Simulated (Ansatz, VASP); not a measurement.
Given: the input of a run of VASP 6.6.1 on CaSe.

The input INCAR:

```
SYSTEM = CaSe
PREC     = Accurate       ! precision mode
ENCUT    = 520            ! plane-wave cutoff, eV
EDIFF    = 1E-7           ! SCF threshold, eV
ISMEAR   = -1             ! smearing method
SIGMA    = 0.05           ! smearing width, eV
LREAL    = .False.        ! projectors in reciprocal space
LASPH    = .True.         ! aspherical terms in the spheres
NELM     = 80             ! most SCF steps
ALGO     = Normal         ! electronic algorithm
ISIF     = 2              ! what is computed and relaxed
LWAVE    = .False.        ! write WAVECAR
LCHARG   = .False.        ! write CHGCAR
GGA      = PE             ! functional
NBANDS   = 15             ! bands
```

The input KPOINTS:

```
regular mesh
0
Gamma
  7 7 7
  0 0 0
```

The input POSCAR:

```
CaSe
1.0
    0.0000000000      3.2778516817      3.2778516817
    3.2778516817      0.0000000000      3.2778516817
    3.2778516817      3.2778516817      0.0000000000
Se Ca
1 1
Direct
    0.2500000000      0.2500000000      0.2500000000
    0.0000000000      0.0000000000      0.0000000000
```

Potentials or basis: VASP PAW PBE potentials, release 64 (Se, Ca_sv).

Launch:

```bash
$ cat potpaw_PBE.64/Se/POTCAR potpaw_PBE.64/Ca_sv/POTCAR > POTCAR
$ mpirun -np 1 vasp_std > vasp.out
```

Problem. Set up the same calculation for Ansatz 0.2.0. Potentials there: Ansatz PAW.

Solution. As run (the cutoff follows the program's own potentials):

Contents of input.yaml:

```yaml
crystal:
  lattice:
    - [0.0, 3.2778516817, 3.2778516817]
    - [3.2778516817, 0.0, 3.2778516817]
    - [3.2778516817, 3.2778516817, 0.0]
  atoms:
    - { symbol: Se, position: [0.25, 0.25, 0.25] }
    - { symbol: Ca, position: [0.0, 0.0, 0.0] }
hamiltonian:
  xc: pbe
  pseudopotentials: { kind: paw }
kpoints:
  mp_grid: { grid: [7, 7, 7] }
scf:
  occupations: { method: fermi_dirac, width: 0.05 }
output:
  forces: true
  stress: true
  eigenvalues: true
```

Potentials or basis: Ansatz PAW.

Run with:

```sh
$ ansatz run input.yaml --threads 2 --pin off --max-ram 5120MiB --backend cpu --events-out ev --progress --plain --runs-dir out
```

Both were run:

|  | VASP | Ansatz | Ansatz less VASP |
| --- | --- | --- | --- |
| gap on the k mesh at the Fermi level (eV) | 3.21 | 3.21 | +0.001 |
| least direct gap on the mesh (eV) | 3.31 | 3.31 | 0.000 |
| pressure (GPa) | 0.6 | 0.5 | -0.11 |

The two sets of potentials don't hold the same shells in valence.

Caveats: an odd mesh through Γ misses points on the zone boundary, where band edges often lie (VASP); odd divisions of the mesh miss points on the zone boundary, where band edges often lie, so the gap on the mesh can be too wide (Ansatz).
